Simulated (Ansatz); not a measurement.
Below is a relaxed structure of Cd₂HgTe₃. The cell was found from a structure generator's guess, not taken from experiment.

The calculation used Ansatz 0.2.0, DFT PBE, scalar-relativistic, plane waves, PAW. Cutoff 420 eV, Γ-centred mesh, Gaussian smearing, no spin polarisation.

```cif
data_structure
_symmetry_space_group_name_H-M 'P 1'
_symmetry_Int_Tables_number 1
_cell_length_a 10.4729
_cell_length_b 10.4729
_cell_length_c 10.4729
_cell_angle_alpha 154.109
_cell_angle_beta 154.109
_cell_angle_gamma 36.941
_cell_volume 218.71
loop_
_atom_site_label
_atom_site_type_symbol
_atom_site_fract_x
_atom_site_fract_y
_atom_site_fract_z
_atom_site_occupancy
Cd1 Cd 0.66686 0.66686 0.00000 1
Cd2 Cd 0.33314 0.33314 0.00000 1
Hg1 Hg 0.00000 0.00000 0.00000 1
Te1 Te 0.58395 0.08395 0.50000 1
Te2 Te 0.25000 0.75000 0.50000 1
Te3 Te 0.91605 0.41605 0.50000 1
```

Energies over the elements count from the elements' standard structures at the same level, with no fitted energy shifts. The references include crystalline Hg.

Question: Find its symmetry and describe it.

Answer: I-4m2 (No. 119), with Cd and Hg ordered on zinc blende sites. Conventional cell: a = 4.692 Å, c = 19.867 Å. Cd is surrounded by 4 Te at 2.87 Å; around Hg lie 4 Te at 2.88 Å; Te on a site of symmetry 2mm is surrounded by 2 Cd at 2.87 Å and 2 Hg at 2.88 Å; Te on a site of symmetry -4m2 has 4 Cd at 2.87 Å.

Question: What is its formation energy per atom?

Answer: −0.36 eV/atom. Whether it is stable depends on the other phases of the system, which aren't compared here.

Question: Is it a metal?

Answer: It can't be told: by band count a gap of 0.06 eV opens on the 12×12×12 mesh, less than the smearing, so the run treats the cell as a metal.

The last run used a 12×12×12 mesh for its 6-atom cell and Gaussian smearing of 0.10 eV. Spin–orbit coupling, which can matter for Hg and Te, is left out. The reference form of Te is held partly by dispersion forces, which this level lacks. A later test with randomly moved atoms came back to the same energy, though modes that don't fit the test's cell weren't probed.
